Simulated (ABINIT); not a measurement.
Al:

```
CELL_PARAMETERS angstrom
2.81246 0.00000 0.00000
-1.40623 2.43566 0.00000
0.00000 0.00000 4.86685
ATOMIC_POSITIONS crystal
Al 0.33333 0.66667 0.25000
Al 0.66667 0.33333 0.75000
```

This isn't the form of Al at room conditions, which is fcc.

| Item | Value |
| --- | --- |
| Program | ABINIT 10.8.3 (patched build) |
| Task | relaxation of cell and atoms |
| Functional | PBE |
| Dispersion | D3 |
| Potentials or basis | JTH PAW PBE v2.0 |
| Cutoff | 408 eV |
| k mesh | 11 × 11 × 6 |
| Occupations | fermi-dirac, width 0.05 eV |
| Spin | no spin polarisation |

At the start: pressure -1.7 GPa; volume 16.67 Å³/atom.

Where does the relaxation end?

Over 7 steps the energy falls by 12.6 meV/atom and the volume is 16.23 Å³/atom (-2.6 %); space group P6_3/mmc (No. 194, to 0.05 Å).

The path:
| step | energy change (eV) | largest force (eV/Å) | pressure (GPa) | volume (Å³) |
| --- | --- | --- | --- | --- |
| 1 | 0.0000 | 0.0000 | -1.70 | 33.34 |
| 2 | -0.0032 | 0.0000 | -1.47 | 33.21 |
| 3 | -0.0221 | 0.0000 | 0.73 | 32.19 |
| 4 | -0.0226 | 0.0000 | 1.42 | 31.92 |
| 5 | -0.0238 | 0.0000 | 0.88 | 32.12 |
| 6 | -0.0244 | 0.0000 | 0.40 | 32.30 |
| 7 | -0.0251 | 0.0000 | 0.01 | 32.46 |

Final structure:
```cif
data_structure
_symmetry_space_group_name_H-M 'P 1'
_symmetry_Int_Tables_number 1
_cell_length_a 2.8281
_cell_length_b 2.8281
_cell_length_c 4.6861
_cell_angle_alpha 90.000
_cell_angle_beta 90.000
_cell_angle_gamma 120.000
_cell_volume 32.46
loop_
_atom_site_label
_atom_site_type_symbol
_atom_site_fract_x
_atom_site_fract_y
_atom_site_fract_z
_atom_site_occupancy
Al1 Al 0.33333 0.66667 0.25000 1
Al2 Al 0.66667 0.33333 0.75000 1
```

Caveat: the log and the count of SCF iterations are those of the last ABINIT call alone; pairwise dispersion overbinds metals, which lowers pressure and volume.
